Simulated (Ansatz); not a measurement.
# Rh (fcc type): the cost of one run

Method: DFT, PBE, all-electron LAPW, scalar-relativistic, in Ansatz 0.2.0.

1 further run of the same task is left out (it didn't finish). Runs told in other sessions of the task aren't counted.

**1. The structure to begin with**

Symmetry: Fm-3m, No. 225, cubic system. Conventional cell: a = 2.894 Å, b = 2.894 Å, c = 2.894 Å, α = 90.00°, β = 90.00°, γ = 90.00°. Rh (site symmetry m-3m) is surrounded by 12 Rh at 2.05 Å.

As a file:

```xyz
1
Lattice="0.0000 1.4471 1.4471 1.4471 0.0000 1.4471 1.4471 1.4471 0.0000" Properties=species:S:1:pos:R:3 pbc="T T T"
Rh    0.0000    0.0000    0.0000
```

**2. Fcc relaxed under pressure, LAPW**

input.yaml reads:

```yaml
crystal:
  lattice:
    - [0.0, 1.4470771123, 1.4470771123]
    - [1.4470771123, 0.0, 1.4470771123]
    - [1.4470771123, 1.4470771123, 0.0]
  atoms:
    - { symbol: Rh, position: [0.0, 0.0, 0.0] }
kpoints:
  mp_grid: { grid: [23, 23, 23] }
scf:
  occupations: { method: fermi_dirac, width: 0.08 }
hamiltonian:
  xc: pbe
  pseudopotentials: { kind: all_electron, lapw: { basis_error: 0.0005 } }
output:
  forces: true
  stress: true
  eigenvalues: true
relax:
  f_tol: 0.005
  max_steps: 12
  cell: { p_target: 1600.0, stress_tol: 0.8 }
```

Command:

```sh
ansatz run input.yaml --threads 1 --pin off --max-ram 3584MiB --backend cpu --events-out ev --progress --plain --runs-dir out
```

**Question.** How long does this run take on 1 thread of Arm Neoverse V1, shared host, and how much memory does it need?

About 2.2 min, with a peak of 0.65 GiB.
